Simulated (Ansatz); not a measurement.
# GdN in the PbO-type structure

Computed with Ansatz (plane waves, PAW, 420 eV cutoff): PBE+U (U_eff = 6 eV on Gd 4f), scalar-relativistic, collinear spin, Γ-centred 8×8×8 mesh, 0.05 eV Gaussian smearing. The datasets are Ansatz's generated set soft_2.

```xyz
4
Lattice="4.3248 0.0000 0.0000 0.0000 4.3248 0.0000 0.0000 0.0000 3.5938" Properties=species:S:1:pos:R:3 pbc="T T T"
Gd    2.1624    0.0000    0.8768
Gd    0.0000    2.1624    2.7171
N     0.0000    0.0000    0.0000
N     2.1624    2.1624    0.0000
```

The start was a prototype's sites filled with these elements. The Crystallography Open Database lists the compound in space group Fm-3m (rock salt), so this is a trial structure.

Magnetic state: ferromagnetic, site spin moments Gd 6.87; N -0.10 μB.

The geometry was relaxed with PBE+U and stays fixed; the gap of the first row includes a band path, the others are on their meshes. A negative pressure means that the level wants a smaller cell.

```
                        level  k-mesh  gap (eV)  P (GPa)  largest spin moment (μB)  f electrons (Löwdin)
PBE+U (U_eff = 6 eV on Gd 4f)   8×8×8      0.25     -0.1                      6.87                  7.06
```

Q: And under PBE+U (U_eff = 1 eV on Gd 4f) (8×8×8): gap, the largest spin moment, pressure?

A: Gap 0.30 eV, pressure -1.3 GPa, largest spin moment 6.81 μB.

Q: And under PBE+U (U_eff = 3 eV on Gd 4f) (8×8×8): gap, the largest spin moment, pressure?

A: Gap 0.28 eV, pressure -0.8 GPa, largest spin moment 6.84 μB.

**Why the levels differ.**

To first order a pressure P at this geometry moves the equilibrium volume by ΔV/V ≈ P/B0, with B0 = 44 GPa from PBE+U's equation of state: PBE+U (U_eff = 1 eV on Gd 4f) −1.30/43.8 = −3.0 %, about 16.3 Å³/atom; PBE+U (U_eff = 3 eV on Gd 4f) −0.79/43.8 = −1.8 %, about 16.5 Å³/atom (from 16.80). These are estimates, not relaxations.

From U = 1 to 6 eV on Gd the pressure goes from -1.3 to -0.1 GPa, the gap on the mesh from 0.30 eV to 0.25 eV, and the largest spin moment goes from 6.81 to 6.87 μB. A larger U localises the open shell and takes it out of the bonding, so the cell wants to grow. The gap hardly moves, so neither edge belongs to the shell that U acts on.

No row holds spin–orbit coupling, which matters for elements this heavy.

The run wasn't fully tested for a lower electronic state.

Pressures are a third of the stress tensor's trace.
